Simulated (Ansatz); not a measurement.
# C6H7N: the cost of one run

Program: Ansatz 0.2.0, driven from Python. Level of theory: CAM-B3LYP/cc-pVDZ. These are calculated values, not measurements.

## Step 1: The system

Bond lengths: N1–C2 1.400 Å, C2–C3 1.397 Å, C3–C4 1.397 Å, C4–C5 1.393 Å, C5–C6 1.393 Å, C2–C7 1.397 Å, C6–C7 1.398 Å, N1–H8 1.015 Å, N1–H9 1.015 Å, C3–H10 1.087 Å, C4–H11 1.087 Å, C5–H12 1.087 Å, C6–H13 1.087 Å, C7–H14 1.086 Å. Angles (14 of 21 angles, heavy atoms first): N1–C2–C3 120.3°, N1–C2–C7 120.3°, C3–C2–C7 118.6°, C2–C3–C4 120.7°, C3–C4–C5 120.0°, C4–C5–C6 119.7°, C5–C6–C7 120.0°, C2–C7–C6 120.7°, C2–N1–H8 113.6°, C2–N1–H9 113.6°, C2–C3–H10 120.2°, C4–C3–H10 119.1°, C3–C4–H11 119.9°, C5–C4–H11 120.1°.

No structure file is read: the coordinates are typed or built in the script.

## Step 2: The code

File c6h7n_freq.py:

```python
"""Vibrations and zero-point energy of C6H7N."""

import itertools
import warnings

import ansatz
from ase.data import atomic_numbers, covalent_radii
import numpy as np
from rdkit import Chem
from rdkit.Chem import AllChem

warnings.simplefilter("ignore", ansatz.DeckWarning)

# start geometry from RDKit
rd = Chem.AddHs(Chem.MolFromSmiles("Nc1ccccc1"))
AllChem.EmbedMolecule(rd, randomSeed=450)
AllChem.UFFOptimizeMolecule(rd)
mol = ansatz.Crystal.molecule()
for atom, xyz in zip(rd.GetAtoms(), rd.GetConformer().GetPositions()):
    mol = mol.atom(atom.GetSymbol(), xyz.round(5).tolist())

calculation = mol.calculation().basis(gaussian="cc-pVDZ").functional("cam_b3lyp")
symbols = [site.symbol for site in mol.cartesian_sites]
start = np.array([site.position_ang for site in mol.cartesian_sites], dtype=float)
summary = calculation.relax(force_tolerance=0.003).run(threads=1, pin="off").report
end = np.array(summary["positions_ang"])

# pairs closer than 1.2 times the sum of covalent radii, before or after
radius = [covalent_radii[atomic_numbers[s]] for s in symbols]
span = lambda where, i, j: np.linalg.norm(where[i] - where[j])
bonded = [(i, j) for i, j in itertools.combinations(range(len(symbols)), 2) if min(span(start, i, j), span(end, i, j)) < 1.2 * (radius[i] + radius[j])]
print("pair        before    after (A)")
for i, j in bonded:
    print(f"{symbols[i]}{i}-{symbols[j]}{j}".ljust(10), f"{span(start, i, j):8.4f} {span(end, i, j):8.4f}")
for first, second in list(itertools.combinations(bonded, 2)):
    shared = set(first) & set(second)
    if shared and symbols[(j := shared.pop())] != "H":
        i, k = sorted((set(first) | set(second)) - {j})
        u, v = end[i] - end[j], end[k] - end[j]
        angle = np.degrees(np.arccos(np.clip(u @ v / np.linalg.norm(u) / np.linalg.norm(v), -1, 1)))
        print(f"final angle {symbols[i]}{i}-{symbols[j]}{j}-{symbols[k]}{k}: {angle:.2f} deg")

# frequencies need a stationary point, so they are taken at the relaxed geometry
minimum = ansatz.Crystal.molecule()
for symbol, place in zip(symbols, end):
    minimum = minimum.atom(symbol, place.tolist())
vibrating = minimum.calculation()
vibrating = vibrating.basis(gaussian="cc-pVDZ")
vibrating = vibrating.functional("cam_b3lyp")
vibrating = vibrating.phonons(temperatures=(100, 500, 100))
vib = vibrating.run(threads=1, pin="off").report["vibrations"]
sums = vib["harmonic_sums"]
modes = [m["omega_inv_cm"] for m in sums["modes_at_gamma"] if m["rigid_motion"] == "no"]
for number, w in enumerate(modes, start=1):
    print(f"mode {number:2d} {w:9.1f} 1/cm {w / 8065.544 * 1000:8.2f} meV")
print("imaginary modes:", sum(w < 0 for w in modes), " zero-point energy:", round(sums["zero_point_energy_ev"], 4), "eV")
print("T (K)   F_vib (eV)   S_vib (meV/K)   C_vib (meV/K)")
for row in zip(sums["temperatures_k"], sums["vibrational_free_energy_ev"], vib["entropy_ev_per_k"], vib["heat_capacity_ev_per_k"]):
    print(f"{row[0]:6.1f} {row[1]:11.4f} {1000 * row[2]:13.4f} {1000 * row[3]:15.4f}")
```

## Step 3: The input behind the calls

The package turns the script's settings into the engine's input (first run):

```yaml
crystal:
  periodic: [false, false, false]
  atoms:
    - { symbol: "N", position_ang: [2.28442, -0.45089, -0.07822] }
    - { symbol: C, position_ang: [0.88231, -0.17415, -0.03021] }
    - { symbol: C, position_ang: [-0.01444, -1.14792, 0.43523] }
    - { symbol: C, position_ang: [-1.38566, -0.87571, 0.4816] }
    - { symbol: C, position_ang: [-1.86721, 0.36854, 0.06393] }
    - { symbol: C, position_ang: [-0.97809, 1.34226, -0.40066] }
    - { symbol: C, position_ang: [0.39368, 1.07307, -0.44822] }
    - { symbol: H, position_ang: [2.65753, -1.3762, 0.23075] }
    - { symbol: H, position_ang: [2.95957, 0.26752, -0.42308] }
    - { symbol: H, position_ang: [0.34859, -2.11461, 0.76093] }
    - { symbol: H, position_ang: [-2.07467, -1.62903, 0.84115] }
    - { symbol: H, position_ang: [-2.92847, 0.57801, 0.10027] }
    - { symbol: H, position_ang: [-1.35171, 2.30532, -0.72383] }
    - { symbol: H, position_ang: [1.07414, 1.8338, -0.80965] }
basis:
  gaussian:
    orbitals: cc-pVDZ
hamiltonian:
  xc: cam_b3lyp
relax:
  f_tol: 0.003
```

## Step 4: The run

Launch:

```sh
$ python c6h7n_freq.py
```

Q: Estimate wall time and peak memory on 1 thread of Arm Neoverse V1, shared host.

About 13 min, with a peak of 0.54 GiB.
